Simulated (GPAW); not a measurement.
# Ge (Cmmm) in GPAW: convergence with k mesh

Aim: find how far k mesh must go before the results for Ge settle, at PBE. This setting moves, with any that are tied to it; all else stays.

Program: GPAW 26.7.0. These are calculated values, not measurements. Logs are shortened: lines on timing, memory, paths and dates and some standing lists are left out, and cuts for length are marked. The log counts tension as positive stress, the text compression.

**1. Starting point**

The structure is orthorhombic, space group Cmmm (No. 65). The conventional cell has a = 2.794 Å, b = 5.201 Å, c = 2.698 Å, α = 90.00°, β = 90.00°, γ = 90.00°. Ge (site symmetry mmm) is surrounded by 8 Ge at 2.70 to 2.95 Å.

This isn't the form of Ge at room conditions, which is diamond.

**2. With k mesh 3 × 3 × 2**

The input, run.py:

```python
from ase.dft.bandgap import bandgap
from ase.io import read, write
from ase.units import GPa
from gpaw import GPAW, PW

atoms = read('POSCAR')

calc = GPAW(mode=PW(600),
            xc='PBE',
            kpts={'size': (3, 3, 2), 'gamma': True},
            occupations={'name': 'fermi-dirac', 'width': 0.05},
            nbands=8,
            convergence={'density': 1e-05, 'energy': 1e-05},
            maxiter=100,
            txt='gpaw.txt')
atoms.calc = calc
energy = atoms.get_potential_energy()
forces = atoms.get_forces()
stress = atoms.get_stress()
calc.write('gs.gpw')
write('result.traj', atoms)
print(f'Energy: {energy:.6f} eV')
print('Forces (eV/A):')
print(forces.round(4))
print('Stress (GPa):', (stress / GPa).round(3))
print('Fermi level:', round(calc.get_fermi_level(), 4), 'eV')
print(f'Gap: {bandgap(calc)[0]:.4f} eV, direct: {bandgap(calc, direct=True)[0]:.4f} eV')
```

The input, POSCAR:

```
Ge
1.0
    1.3971490000     -2.6005160000      0.0000000000
    1.3971490000      2.6005160000      0.0000000000
    0.0000000000      0.0000000000      2.6982310000
Ge
1
Direct
    0.5000000000      0.5000000000      0.0000000000
```

Potentials or basis: GPAW PAW data sets (gpaw-data 1.2.1), pw.

The run is started by

```bash
> OMP_NUM_THREADS=1 python run.py
```

Wall time 1.9 s (1 thread of Arm Neoverse V1, shared host); peak memory 0.12 GiB.

What came out:

- Free energy: -4.7411 eV
- Pressure: 0.4 GPa
- Band gap on the k mesh: none (metal or under the smearing width)

**3. With k mesh 4 × 4 × 3**

Edit run.py of step 2 so:

```diff
@@ -9,3 +9,3 @@
             xc='PBE',
-            kpts={'size': (3, 3, 2), 'gamma': True},
+            kpts={'size': (4, 4, 3), 'gamma': True},
             occupations={'name': 'fermi-dirac', 'width': 0.05},
```

POSCAR is that of step 2.

Potentials or basis: GPAW PAW data sets (gpaw-data 1.2.1), pw.

The run is started by

```bash
> OMP_NUM_THREADS=1 python run.py
```

It took 2.4 s on 1 thread of Arm Neoverse V1, shared host; peak memory 0.12 GiB.

Results:

```
Free energy            : -3.9568 eV
Pressure               : -2.3 GPa
Band gap on the k mesh : none (metal or under the smearing width)
```

**4. With k mesh 5 × 5 × 4**

Edit run.py of step 3 so:

```diff
@@ -9,3 +9,3 @@
             xc='PBE',
-            kpts={'size': (4, 4, 3), 'gamma': True},
+            kpts={'size': (5, 5, 4), 'gamma': True},
             occupations={'name': 'fermi-dirac', 'width': 0.05},
```

POSCAR is that of step 3.

The run is started by

```bash
> OMP_NUM_THREADS=1 python run.py
```

Wall time 3.5 s (1 thread of Arm Neoverse V1, shared host); peak memory 0.12 GiB.

Results:

```
Free energy            : -4.1792 eV
Pressure               : 2.6 GPa
Band gap on the k mesh : none (metal or under the smearing width)
```

**5. With k mesh 6 × 6 × 5**

Edit run.py of step 4 so:

```diff
@@ -9,3 +9,3 @@
             xc='PBE',
-            kpts={'size': (5, 5, 4), 'gamma': True},
+            kpts={'size': (6, 6, 5), 'gamma': True},
             occupations={'name': 'fermi-dirac', 'width': 0.05},
```

POSCAR is that of step 4.

The run is started by

```bash
> OMP_NUM_THREADS=1 python run.py
```

Run time: 4.4 s. Hardware: 1 thread of Arm Neoverse V1, shared host; peak memory 0.12 GiB.

Results (log left out):

| Quantity | Value |
| --- | --- |
| Free energy | -4.2647 eV |
| Pressure | 0.9 GPa |
| Band gap on the k mesh | none (metal or under the smearing width) |

**6. With k mesh 7 × 7 × 6**

Edit run.py of step 5 so:

```diff
@@ -9,3 +9,3 @@
             xc='PBE',
-            kpts={'size': (6, 6, 5), 'gamma': True},
+            kpts={'size': (7, 7, 6), 'gamma': True},
             occupations={'name': 'fermi-dirac', 'width': 0.05},
```

POSCAR is that of step 5.

Potentials or basis: GPAW PAW data sets (gpaw-data 1.2.1), pw.

The run is started by

```bash
> OMP_NUM_THREADS=1 python run.py
```

Wall time 6.4 s (1 thread of Arm Neoverse V1, shared host); peak memory 0.13 GiB.

It converged, with:

```yaml
Free_energy: -4.3216 eV
Pressure: -2.1 GPa
Band_gap_on_the_k_mesh: none (metal or under the smearing width)
```

**7. With k mesh 8 × 8 × 7**

Edit run.py of step 6 so:

```diff
@@ -9,3 +9,3 @@
             xc='PBE',
-            kpts={'size': (7, 7, 6), 'gamma': True},
+            kpts={'size': (8, 8, 7), 'gamma': True},
             occupations={'name': 'fermi-dirac', 'width': 0.05},
```

POSCAR is that of step 6.

The run is started by

```bash
> OMP_NUM_THREADS=1 python run.py
```

Wall time 8.2 s (1 thread of Arm Neoverse V1, shared host); peak memory 0.13 GiB.

Results (log left out):

* Free energy: -4.2700 eV
* Pressure: -0.9 GPa
* Band gap on the k mesh: none (metal or under the smearing width)

**8. With k mesh 10 × 10 × 9**

Edit run.py of step 7 so:

```diff
@@ -9,3 +9,3 @@
             xc='PBE',
-            kpts={'size': (8, 8, 7), 'gamma': True},
+            kpts={'size': (10, 10, 9), 'gamma': True},
             occupations={'name': 'fermi-dirac', 'width': 0.05},
```

POSCAR is that of step 7.

The run is started by

```bash
> OMP_NUM_THREADS=1 python run.py
```

Wall time 14 s (1 thread of Arm Neoverse V1, shared host); peak memory 0.15 GiB.

Results (log left out):

```
Free energy            : -4.2909 eV
Pressure               : -0.6 GPa
Band gap on the k mesh : none (metal or under the smearing width)
```

**9. With k mesh 12 × 12 × 11**

Edit run.py of step 8 so:

```diff
@@ -9,3 +9,3 @@
             xc='PBE',
-            kpts={'size': (10, 10, 9), 'gamma': True},
+            kpts={'size': (12, 12, 11), 'gamma': True},
             occupations={'name': 'fermi-dirac', 'width': 0.05},
```

POSCAR is that of step 8.

Potentials or basis: GPAW PAW data sets (gpaw-data 1.2.1), pw.

The run is started by

```bash
> OMP_NUM_THREADS=1 python run.py
```

It took 23 s on 1 thread of Arm Neoverse V1, shared host; peak memory 0.17 GiB.

Results (log left out):

```
Free energy            : -4.2748 eV
Pressure               : -1.0 GPa
Band gap on the k mesh : none (metal or under the smearing width)
```

**10. With k mesh 14 × 14 × 13**

Edit run.py of step 9 so:

```diff
@@ -9,3 +9,3 @@
             xc='PBE',
-            kpts={'size': (12, 12, 11), 'gamma': True},
+            kpts={'size': (14, 14, 13), 'gamma': True},
             occupations={'name': 'fermi-dirac', 'width': 0.05},
```

POSCAR is that of step 9.

Potentials or basis: GPAW PAW data sets (gpaw-data 1.2.1), pw.

The run is started by

```bash
> OMP_NUM_THREADS=1 python run.py
```

gpaw.txt:

```text
__  _  _
 | _ |_)|_||  |
 |__||  | ||/\| - 26.7.0

Input parameters:
  mode=PW(ecut=600.0),
  convergence={'density': 1e-05, 'energy': 1e-05},
  kpts=MonkhorstPack(size=(14, 14, 13), gamma=True),
  maxiter=100,
  nbands=8,
  occupations=Occupations(name='fermi-dirac', width=0.05),
  xc=XC(name='PBE')

Diagonalizing LCAO Hamiltonian
Converting LCAO to pw mode

       Ge

Atoms  # Å, Bohr magnetons
|   | symbol |        x |        y |        z |    initial magnetic moments |
|---|--------|----------|----------|----------|-----------------------------|
| 0 |     Ge | 1.397149 | 0.000000 | 0.000000 | ( 0.0000,  0.0000,  0.0000) |

Unit cell  # Å
| periodic |        x |         y |        z |  lengths |     angles |
|----------|----------|-----------|----------|----------|------------|
|      yes | 1.397149 | -2.600516 | 0.000000 | 2.952069 |  90.000000 |
|      yes | 1.397149 |  2.600516 | 0.000000 | 2.952069 |  90.000000 |
|      yes | 0.000000 |  0.000000 | 2.698231 | 2.698231 | 123.505425 |

Number of symmetries: 8
Symmetry operations  # r_c * U_cc + t_c -> r_c
|   | kind |            matrix            |
|---|------|------------------------------|
| 0 |  E   |  1, 0, 0,  0, 1, 0,  0, 0, 1 |
| 1 |  σ   |  1, 0, 0,  0, 1, 0,  0, 0,-1 |
| 2 |  σ   |  0, 1, 0,  1, 0, 0,  0, 0, 1 |
| 3 |  C2  |  0, 1, 0,  1, 0, 0,  0, 0,-1 |
| 4 |  σ   |  0,-1, 0, -1, 0, 0,  0, 0, 1 |
| 5 |  C2  |  0,-1, 0, -1, 0, 0,  0, 0,-1 |
| 6 |  C2  | -1, 0, 0,  0,-1, 0,  0, 0, 1 |
| 7 |  i   | -1, 0, 0,  0,-1, 0,  0, 0,-1 |

BZ-sampling:
  Number of BZ points: 2548
  Number of IBZ points: 399

  Monkhorst-Pack size: [14, 14, 13]
  Monkhorst-Pack shift: [0.03571428571428571, 0.03571428571428571, 0.0]

K-points  # in reciprocal-cell coordinates
|     |                                coordinates |     weight |
|-----|--------------------------------------------|------------|
|   0 | (  0.00000000,   0.00000000,   0.00000000) | 0.00039246 |
|   1 | (  0.00000000,   0.00000000,   0.07692308) | 0.00078493 |
|   2 | (  0.00000000,   0.00000000,   0.15384615) | 0.00078493 |
|   3 | (  0.00000000,   0.00000000,   0.23076923) | 0.00078493 |
|   4 | (  0.00000000,   0.00000000,   0.30769231) | 0.00078493 |
|   5 | (  0.00000000,   0.00000000,   0.38461538) | 0.00078493 |
|   6 | (  0.00000000,   0.00000000,   0.46153846) | 0.00078493 |
|   7 | (  0.07142857,  -0.07142857,   0.00000000) | 0.00078493 |
|   8 | (  0.07142857,  -0.07142857,   0.07692308) | 0.00156986 |
|   9 | (  0.07142857,  -0.07142857,   0.15384615) | 0.00156986 |
| ... |                                            |            |
| 398 | (  0.50000000,   0.50000000,   0.46153846) | 0.00078493 |

Plane wave coefficients: 678
Cutoff: 600.0 eV

Spin-components: 1 (collinear spins)
Bands:           8
Projectors:      5
Spin-degeneracy: 2
Datatype:        complex128

Parallelization:
  kpt:    1
  domain: 1
  band:   1

Density:
  Valence electrons: 4.0
  Components: 1
  Grid points: [18 18 16]
  Charge: 0.0  # |e|

Potential:
  Grid points: [18 18 16]

species:
  Ge:
    name:    Germanium
    Z:       32.0
    valence: 4
    core:    28
    charge:  0.0  # [|e|]
    compensation charges:
      type: gauss
      rc: 0.32  # [Å]
      lmax: 2
    cutoffs:
      filter: 1.77  # [Å]
      core: 3.42  # [Å]
    projectors
    | kind |    occ | energy [eV] | rcut [Å] |
    |------|--------|-------------|----------|
    |   4s |  2.000 |     -11.726 |    1.005 |
    |   4p |  2.000 |      -3.896 |    1.005 |
    |    s |        |      15.485 |    1.005 |
    |    p |        |      23.315 |    1.005 |
    |    d |        |       0.000 |    1.005 |

    Using partial waves for Ge as LCAO basis

Reference energy: -57097.637853  # eV

eigensolver:
  PPCG
  Converge bands: occupied
  niter=2

density mixing:
  MSR1-Mixer
  Pratt-step length: 0.05
  Maximum mixing coefficient: 0.75
  Old densities: 10
  SVD Regularization: 0.005
  Good broyden scale: 1.0
  Trust region scale: 1.0
  Backstep threshold: 4.0
  History deletion threshold: 6.0
  Fourier metric: weight=20.0, sigma=0.015

occupation numbers:
  Fermi-Dirac:
    width: 0.0500  # eV

poisson solver:
  ecut: 4800.0  # eV

xc functional:
  name: PBE with 2 nearest neighbor stencil

convergence criteria:
- Maximum integral of absolute [dens]ity change: 1e-05 electrons / valence electron
- Maximum [total energy] change in last 3 cyles: 1e-05 eV / valence electron
- Maximum integral of absolute [eigenst]ate change: 4e-08 eV^2 / valence electron
maximum number of iterations: 100

SCF iterations
|iter     | |      energy | eigst |  dens |
|---------|-|-------------|-------|-------|
|iter:   1| |   -4.279343 | -0.73 |       |
|iter:   2| |   -4.279142 | -3.22 | -1.22 |
|iter:   3| |   -4.275129 | -3.54 | -1.24 |
|iter:   4| |   -4.275177 | -4.50 | -1.77 |
|iter:   5| |   -4.275171 | -5.58 | -2.62 |
|iter:   6| |   -4.275171c| -7.76c| -3.86 |
|iter:   7| |   -4.275171c| -8.05c| -4.53 |
|iter:   8| |   -4.275171c| -8.80c| -5.21c|

Converged in 8 steps
Energy contributions relative to reference atoms: (reference = -57097.637853)

Energy contributions:
  Kinetic:           6.670597
  Coulomb:          -6.066627
  Zero:             -0.001934
  External:          0.000000
  Xc:               -4.875222
  Entropy:          -0.003971
  Spinorbit:         0.000000
  ----------------------------
  Free energy:      -4.277157
  Extrapolated:     -4.275171

dipole moment: (0.000087, 0.000000, -8.825920)  # |e|*Ang

Fermi level: 7.377
Eigenvalues  # (at kpt = [0.000, 0.000, 0.000])
| band index |      eig [eV] | occ [0-2] |
|------------|---------------|-----------|
|          0 |        -5.502 |     2.000 |
|          1 |        14.043 |     0.000 |
|          2 |        14.512 |     0.000 |
|          3 |        16.022 |     0.000 |
|          4 |        17.368 |     0.000 |
|          5 |        19.667 |     0.000 |
|          6 |        21.975 |     0.000 |
|          7 |        22.099 |     0.000 |

No gap
No difference between direct/indirect transitions

Forces  # eV/Ang
|       x |       y |       z |
|---------|---------|---------|
| 0.00000 | 0.00000 | 0.00000 |  # Ge   0

Stress tensor  # eV/Ang^3
|         x |        y |        z |
|-----------|----------|----------|
| -0.004341 | 0.000000 | 0.000000 |
|  0.000000 | 0.011352 | 0.000000 |
|  0.000000 | 0.000000 | 0.010256 |

# Writing to gs.gpw (mode='')
```

stdout:

```text
Energy: -4.275171 eV
Forces (eV/A):
[[0. 0. 0.]]
Stress (GPa): [-0.695  1.819  1.643  0.     0.     0.   ]
Fermi level: 7.3771 eV
Gap: 0.0000 eV, direct: 0.0000 eV
```

It took 35 s on 1 thread of Arm Neoverse V1, shared host; peak memory 0.19 GiB.

What came out:

* Free energy: -4.2772 eV
* Pressure: -0.9 GPa
* Band gap on the k mesh: none (metal or under the smearing width)

**11. Summary**

| k mesh | energy less the tightest run, at zero smearing (meV/atom) | pressure (GPa) | SCF cycles | CPU time (s) | peak memory (GiB) |
| --- | --- | --- | --- | --- | --- |
| 3 × 3 × 2 | -462.12 | 0.42 | 8 | 1.9 | 0.12 |
| 4 × 4 × 3 | 319.85 | -2.29 | 8 | 2.4 | 0.12 |
| 5 × 5 × 4 | 99.89 | 2.55 | 8 | 3.5 | 0.12 |
| 6 × 6 × 5 | 13.74 | 0.90 | 8 | 4.4 | 0.12 |
| 7 × 7 × 6 | -44.75 | -2.15 | 8 | 6.4 | 0.13 |
| 8 × 8 × 7 | 8.10 | -0.89 | 8 | 8.2 | 0.13 |
| 10 × 10 × 9 | -14.49 | -0.64 | 8 | 14 | 0.15 |
| 12 × 12 × 11 | 2.46 | -0.99 | 8 | 23 | 0.17 |
| 14 × 14 × 13 | 0.00 | -0.92 | 8 | 35 | 0.19 |

Against the tightest run, the pressure stays within 0.1 GPa from 12 × 12 × 11 on. Not settled before the last step: the energy (to 1 meV/atom). Meshes of other sizes hit other points, so gaps and Fermi surfaces needn't settle smoothly. The tightest run that finished is the yardstick and may itself not be fully converged.
